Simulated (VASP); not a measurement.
# Zn (Fm-3m) in VASP: a series of runs

Aim: see how the results for Zn move with the level of theory and the settings. Levels: r2SCAN, SCAN, TPSS, TB-mBJ, LDA. Tasks: band structure.

All numbers are computed with VASP 6.6.1; they aren't measurements. Logs are shortened: lines on timing, memory, paths and dates and some standing lists are left out, and cuts for length are marked.

### 1 The structure

It takes space group Fm-3m (No. 225, cubic). Conventional cell: a = 3.930 Å, b = 3.930 Å, c = 3.930 Å, α = 90.00°, β = 90.00°, γ = 90.00°. Zn (site symmetry m-3m) has 12 Zn at 2.78 Å as nearest neighbours.

This isn't the form of Zn at room conditions, which is hcp.

### 2 Band structure, r2SCAN

INCAR reads:

```
  ALGO = Normal
  EDIFF = 1E-6
  ENCUT = 520
  ISIF = 2
  ISMEAR = -1
  LASPH = True
  LCHARG = False
  LMIXTAU = True
  LREAL = False
  LWAVE = False
  METAGGA = R2SCAN
  NELM = 100
  PREC = Accurate
  SIGMA = 0.05
```

KPOINTS reads:

```
k-points
0
Gamma
  12 12 12
```

POSCAR reads:

```
Zn
1.0
    0.0000000000      1.9647760000      1.9647760000
    1.9647760000      0.0000000000      1.9647760000
    1.9647760000      1.9647760000      0.0000000000
Zn
1
Direct
    0.0000000000      0.0000000000      0.0000000000
```

KPOINTS_OPT reads:

```
path GXWKGLUWLK,UX
15
line-mode
reciprocal
 0.0000000000  0.0000000000  0.0000000000  G
 0.5000000000  0.0000000000  0.5000000000  X

 0.5000000000  0.0000000000  0.5000000000  X
 0.5000000000  0.2500000000  0.7500000000  W

 0.5000000000  0.2500000000  0.7500000000  W
 0.3750000000  0.3750000000  0.7500000000  K

 0.3750000000  0.3750000000  0.7500000000  K
 0.0000000000  0.0000000000  0.0000000000  G

 0.0000000000  0.0000000000  0.0000000000  G
 0.5000000000  0.5000000000  0.5000000000  L

 0.5000000000  0.5000000000  0.5000000000  L
 0.6250000000  0.2500000000  0.6250000000  U

 0.6250000000  0.2500000000  0.6250000000  U
 0.5000000000  0.2500000000  0.7500000000  W

 0.5000000000  0.2500000000  0.7500000000  W
 0.5000000000  0.5000000000  0.5000000000  L

 0.5000000000  0.5000000000  0.5000000000  L
 0.3750000000  0.3750000000  0.7500000000  K

 0.6250000000  0.2500000000  0.6250000000  U
 0.5000000000  0.0000000000  0.5000000000  X
```

Potentials or basis: VASP PAW PBE potentials, release 64 (Zn).

The run is started by

```console
$ cat potpaw_PBE.64/Zn/POTCAR > POTCAR
$ mpirun -np 1 vasp_std > vasp.out
```

OUTCAR:

```text
EDIFF = 1E-6
   ENCUT = 520
   ISIF = 2
   ISMEAR = -1
   LASPH = True
   LREAL = False
   METAGGA = R2SCAN
   NELM = 100
   PREC = Accurate

 ion  position               nearest neighbor table
   1  0.000  0.000  0.000-

  LATTYP: Found a face centered cubic cell.
 ALAT       =     3.9295520000

  Lattice vectors:

 A1 = (   0.0000000000,   1.9647760000,   1.9647760000)
 A2 = (   1.9647760000,   0.0000000000,   1.9647760000)
 A3 = (   1.9647760000,   1.9647760000,   0.0000000000)

Analysis of symmetry for initial positions (statically):
=====================================================================
 Subroutine PRICEL returns:
 Original cell was already a primitive cell.

 Routine SETGRP: Setting up the symmetry group for a
 face centered cubic supercell.

 Subroutine GETGRP returns: Found 48 space group operations
 (whereof 48 operations were pure point group operations)
 out of a pool of 48 trial point group operations.

The static configuration has the point symmetry O_h .

Analysis of symmetry for dynamics (positions and initial velocities):
=====================================================================
 Subroutine PRICEL returns:
 Original cell was already a primitive cell.

 Routine SETGRP: Setting up the symmetry group for a
 face centered cubic supercell.

 Subroutine GETGRP returns: Found 48 space group operations
 (whereof 48 operations were pure point group operations)
 out of a pool of 48 trial point group operations.

The dynamic configuration has the point symmetry O_h .

 Subroutine INISYM returns: Found 48 space group operations
 (whereof 48 operations are pure point group operations),
 and found     1 'primitive' translations

----------------------------------------------------------------------------------------

                                     Primitive cell

  volume of cell :      15.1694

  direct lattice vectors                    reciprocal lattice vectors
     0.000000000  1.964776000  1.964776000    -0.254481936  0.254481936  0.254481936
     1.964776000  0.000000000  1.964776000     0.254481936 -0.254481936  0.254481936
     1.964776000  1.964776000  0.000000000     0.254481936  0.254481936 -0.254481936

  length of vectors
     2.778612866  2.778612866  2.778612866     0.440775643  0.440775643  0.440775643

  position of ions in fractional coordinates (direct lattice)
     0.000000000  0.000000000  0.000000000

  ion indices of the primitive-cell ions
   primitive index   ion index
                 1           1

----------------------------------------------------------------------------------------

 KPOINTS: k-points

Automatic generation of k-mesh.
 Grid dimensions read from file:
 generate k-points for:   12   12   12

 Generating k-lattice:

  Cartesian coordinates                     Fractional coordinates (reciprocal lattice)
    -0.021206828  0.021206828  0.021206828     0.083333333  0.000000000  0.000000000
     0.021206828 -0.021206828  0.021206828     0.000000000  0.083333333  0.000000000
     0.021206828  0.021206828 -0.021206828     0.000000000  0.000000000  0.083333333

  Length of vectors
     0.036731304  0.036731304  0.036731304

  Shift w.r.t. Gamma in fractional coordinates (k-lattice)
     0.000000000  0.000000000  0.000000000

 Subroutine IBZKPT returns following result:
 ===========================================

 Found     72 irreducible k-points:

 Following reciprocal coordinates:
            Coordinates               Weight
  0.000000  0.000000  0.000000      1.000000
  0.083333  0.000000  0.000000      8.000000
  0.166667  0.000000  0.000000      8.000000
  0.250000  0.000000  0.000000      8.000000
  0.333333  0.000000  0.000000      8.000000
  0.416667  0.000000  0.000000      8.000000
[... 16 lines left out ...]
  0.500000  0.166667  0.000000     24.000000
 -0.416667  0.166667  0.000000     24.000000
 [... further k-points ...]
   k-points           NKPTS =     72   k-points in BZ     NKDIM =     72   number of bands    NBANDS=     10
   number of dos      NEDOS =    301   number of ions     NIONS =      1
   total plane-waves  NPLWV =  13824
   dimension x,y,z NGX =    24 NGY =   24 NGZ =   24
   dimension x,y,z NGXF=    48 NGYF=   48 NGZF=   48
   ions per type =               1
   NGX,Y,Z   is equivalent  to a cutoff of  14.36, 14.36, 14.36 a.u.
   NGXF,Y,Z  is equivalent  to a cutoff of  28.72, 28.72, 28.72 a.u.
 SYSTEM =  unknown system
   PREC   = accura    normal or accurate (medium, high low for compatibility)
   ISTART =      0    job   : 0-new  1-cont  2-samecut
   ICHARG =      2    charge: 1-file 2-atom 10-const
   ISPIN  =      1    spin polarized calculation?
   LNONCOLLINEAR =      F non collinear calculations
   LSORBIT =      F    spin-orbit coupling
   LASPH  =      T    aspherical Exc in radial PAW
   ENCUT  =  520.0 eV  38.22 Ry    6.18 a.u.   5.17  5.17  5.17*2*pi/ulx,y,z
   NELM   =    100;   NELMIN=  2; NELMDL= -5     # of ELM steps
   EDIFF  = 0.1E-05   stopping-criterion for ELM
   LREAL  =      F    real-space projection
   EDIFFG = 0.1E-04   stopping-criterion for IOM
   NSW    =      0    number of steps for IOM
   IBRION =     -1    ionic relax: 0-MD 1-quasi-New 2-CG
   NFREE  =      0    steps in history (QN), initial steepest desc. (CG)
   ISIF   =      2    stress and relaxation
   ISYM   =      2    0-nonsym 1-usesym 2-fastsym
   POTIM  = 0.5000    time-step for ionic-motion
   TEBEG  =    0.0;   TEEND  =   0.0 temperature during run
   PSTRESS=    0.0 pullay stress
   NELECT =      12.0000    total number of electrons
   NUPDOWN=      -1.0000    fix difference up-down
   EMIN   =  10.00;   EMAX   =-10.00  energy-range for DOS
   EFERMI =   0.00;   METHOD = LEGACY
   ISMEAR =    -1;   SIGMA  =   0.05  broadening in eV -4-tet -1-fermi 0-gaus
   EFERMI_NEDOS =   21; number of points for ismear=-14 and -15
   IALGO  =     38    algorithm
   IMIX   =      4    mixing-type and parameters
     AMIX     =   0.40;   BMIX     =  1.00
     AMIX_MAG =   1.60;   BMIX_MAG =  1.00
  volume/ion in A,a.u.               =      15.17       102.37
  Fermi-wavevector in a.u.,A,eV,Ry     =   1.514069  2.861175 31.190044  2.292404
  Thomas-Fermi vector in A             =   2.623775
   LORBIT       =      0    0 simple, 1 ext, 2 COOP (PROOUT), +10 PAW based schemes
   METAGGA = R2SCAN    functional components
   LHFCALC =     F    Hartree Fock is set to
   AEXX    =    0.0000 exact exchange contribution
   IVDW    =     0    specifies the selected vdW correction
   LEPSILON=     F    determine dielectric tensor
   LRPA    =     F    only Hartree local field effects (RPA)
 non-spin polarized calculation
  energy-cutoff  :      520.00
  volume of cell :       15.17
 maximum number of plane-waves:       424
 NGX is ok and might be reduce to    24
   NGX = 11   NGY = 11   NGZ = 11

 number of electron      12.0000008 magnetization

 Free energy of the ion-electron system (eV)
  ---------------------------------------------------
  ext. energy  EPLUGINS =         0.00000000
  ---------------------------------------------------
  free energy    TOTEN  =        -8.84889389 eV

  energy without entropy =       -8.84597326  energy(sigma->0) =       -8.84743357

 E-fermi :   2.9067     XC(G=0): -12.6781

 val. band max:        2.8983898221   @ k =  -0.3333   0.3333   0.1667
 cond. band min:       2.9785999145   @ k =  -0.4167   0.0833   0.0000
 fundamental gap:      0.0802100924
 Fermi energy:         2.9067248644

 k-point     1 :       0.0000    0.0000    0.0000
  band No.  band energies     occupation
      1      -7.8798      2.00000
      2      -4.9887      2.00000
      3      -4.9886      2.00000
      4      -4.9886      2.00000
      5      -4.6030      2.00000
      6      -4.6030      2.00000
      7      22.3112      0.00000
      8      22.3112      0.00000
      9      22.3112      0.00000
     10      22.6609      0.00000

 k-point     2 :       0.0833    0.0000    0.0000
  band No.  band energies     occupation
      1      -7.6606      2.00000
      2      -5.0061      2.00000
      3      -4.9651      2.00000
      4      -4.9650      2.00000
      5      -4.6094      2.00000
      6      -4.6094      2.00000
      7      18.9107      0.00000
      8      21.6008      0.00000
      9      21.6009      0.00000
     10      22.4770      0.00000

 k-point     3 :       0.1667    0.0000    0.0000
  band No.  band energies     occupation
      1      -7.0298      2.00000
      2      -5.0242      2.00000
      3      -4.9182      2.00000
      4      -4.9181      2.00000
      5      -4.6081      2.00000
      6      -4.6080      2.00000
      7      14.6436      0.00000
      8      20.6004      0.00000
      9      20.6004      0.00000
     10      22.2564      0.00000

 k-point     4 :       0.2500    0.0000    0.0000
  band No.  band energies     occupation
      1      -6.1825      2.00000
      2      -4.9082      2.00000
      3      -4.9080      2.00000
      4      -4.8304      2.00000
      5      -4.5495      2.00000
      6      -4.5494      2.00000
      7      10.6417      0.00000
      8      19.8438      0.00000
      9      19.8439      0.00000
     10      21.9535      0.00000
[... 222 lines left out ...]
 k-point    22 :       0.4167    0.1667    0.0000
  band No.  band energies     occupation
      1      -5.5251      2.00000
      2      -5.0484      2.00000
      3      -4.8412      2.00000
      4      -4.7966      2.00000
      5      -4.3259      2.00000
      6      -2.2862      2.00000
      7       6.5739      0.00000
      8      15.1558      0.00000
      9      15.5610      0.00000
     10      18.2353      0.00000

 k-point    23 :       0.5000    0.1667    0.0000
  band No.  band energies     occupation
      1      -5.5356      2.00000
      2      -5.0796      2.00000
      3      -4.8323      2.00000
      4      -4.7004      2.00000
      5      -4.3056      2.00000
      6      -0.2160      2.00000
      7       3.4894      0.00002
      8      13.7873      0.00000
      9      15.9206      0.00000
     10      18.4860      0.00000

 k-point    24 :      -0.4167    0.1667    0.0000
  band No.  band energies     occupation
      1      -5.5202      2.00000
      2      -5.0821      2.00000
      3      -4.8492      2.00000
      4      -4.6438      2.00000
      5      -4.3595      2.00000
      6       0.5375      2.00000
      7       2.6057      1.99516
      8      12.8494      0.00000
      9      16.7659      0.00000
     10      19.0888      0.00000

 [... further k-points ...]

------------------------ aborting loop because EDIFF is reached ----------------------------------------

  FORCE on cell =-STRESS in cart. coord.  units (eV):
  Direction    XX          YY          ZZ          XY          YZ          ZX
  --------------------------------------------------------------------------------------
  -------------------------------------------------------------------------------------
  Total       -0.4207314     -0.4207314     -0.4207314      0.0000000      0.0000000     -0.0000000
  in kB      -44.4371674    -44.4371674    -44.4371674      0.0000000      0.0000000     -0.0000000
  external PRESSURE =     -44.4371674 kB  Pullay stress =       0.0000000 kB

 VOLUME and BASIS-vectors are now :
 -----------------------------------------------------------------------------
  energy-cutoff  :      520.00
  volume of cell :       15.17
      direct lattice vectors                 reciprocal lattice vectors
     0.000000000  1.964776000  1.964776000    -0.254481936  0.254481936  0.254481936
     1.964776000  0.000000000  1.964776000     0.254481936 -0.254481936  0.254481936
     1.964776000  1.964776000  0.000000000     0.254481936  0.254481936 -0.254481936

 POSITION                                       TOTAL-FORCE (eV/Angst)
 -----------------------------------------------------------------------------------
      0.00000      0.00000      0.00000         0.000000      0.000000      0.000000
 -----------------------------------------------------------------------------------
    total drift:                                0.000000      0.000000     -0.000000

  FREE ENERGIE OF THE ION-ELECTRON SYSTEM (eV)
  ---------------------------------------------------
  free  energy   TOTEN  =        -8.8488938862 eV

  energy  without entropy=       -8.8459732603  energy(sigma->0) =       -8.84743357
```

Wall time 61 s (1 thread of Intel Xeon Platinum 8259CL at 2.50GHz (Skylake/Cascade Lake), shared host); peak memory 0.15 GiB.

Results:

- Free energy: -8.8489 eV
- Pressure: -4.4 GPa
- Band gap along the path: none (metal or under the smearing width)

Levels at the corners of the path, in eV from the Fermi level:
```tsv
point	band 3	band 4	band 5	band 6	band 7	band 8	band 9	band 10
Γ	-7.90	-7.90	-7.51	-7.51	19.40	19.40	19.40	19.76
X	-7.24	-7.15	-7.15	-1.05	1.98	8.99	8.99	12.41
X	-7.24	-7.15	-7.15	-1.05	1.98	8.99	8.99	12.41
W	-8.01	-7.49	-7.15	2.35	2.35	3.58	4.24	23.03
W	-8.01	-7.49	-7.15	2.35	2.35	3.58	4.24	22.90
K	-7.60	-7.42	-7.24	0.78	1.75	2.92	10.58	14.09
K	-7.60	-7.42	-7.24	0.78	1.75	2.92	10.58	14.09
Γ	-7.90	-7.90	-7.51	-7.51	19.40	19.40	19.40	19.76
Γ	-7.90	-7.90	-7.51	-7.51	19.40	19.40	19.40	19.76
L	-7.90	-7.22	-7.22	-3.04	-1.31	16.22	16.22	18.37
L	-7.90	-7.22	-7.22	-3.04	-1.31	16.22	16.22	18.37
U	-7.60	-7.42	-7.24	0.78	1.75	2.92	10.58	14.09
U	-7.60	-7.42	-7.24	0.78	1.75	2.92	10.58	14.09
W	-8.01	-7.49	-7.15	2.35	2.35	3.58	4.24	22.90
W	-8.01	-7.49	-7.15	2.35	2.35	3.58	4.24	22.91
L	-7.90	-7.22	-7.22	-3.04	-1.31	16.22	16.22	18.37
L	-7.90	-7.22	-7.22	-3.04	-1.31	16.22	16.22	18.37
K	-7.60	-7.42	-7.24	0.78	1.75	2.92	10.58	14.09
U	-7.60	-7.42	-7.24	0.78	1.75	2.92	10.58	14.09
X	-7.24	-7.15	-7.15	-1.05	1.98	8.99	8.99	12.41
```

Caveat: the PAW data sets were made with another functional, which shifts forces and pressure a little.

(Continued in part 2 of 2.)
